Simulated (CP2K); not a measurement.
The system is Ta.

```
Ta
1.0
     2.86010    0.00000    0.00000
    -0.95337    2.69653    0.00000
    -0.95337   -1.34826    2.33526
Ta
1
Direct
  0.00000 0.00000 0.00000
```

Base run:

| Item | Value |
| --- | --- |
| Program | CP2K 2026.2 |
| Functional | optB88-vdW |
| Potentials or basis | POTENTIAL_UZH Ta GTH-PBE-q13; TZVP-MOLOPT-PBE-GTH basis |
| Density cutoff | 9184 eV |
| k mesh | 11 × 11 × 11 |
| Occupations | fermi-dirac, width 0.05 eV |
| Spin | no spin polarisation |

Its results: band gap on the k mesh none (metal or under the smearing width); pressure 1.2 GPa.

The run is repeated on the same cell with these changes: functional from optB88-vdW to BLYP. What comes out?

Band gap on the k mesh none (metal or under the smearing width); pressure 8.0 GPa.

Caveats: the potentials were made for another functional, which shifts forces and pressure; spin-orbit coupling is left out, which moves the levels of the heavy elements; the basis of atomic orbitals isn't converged, which shifts pressures, moduli and gaps.
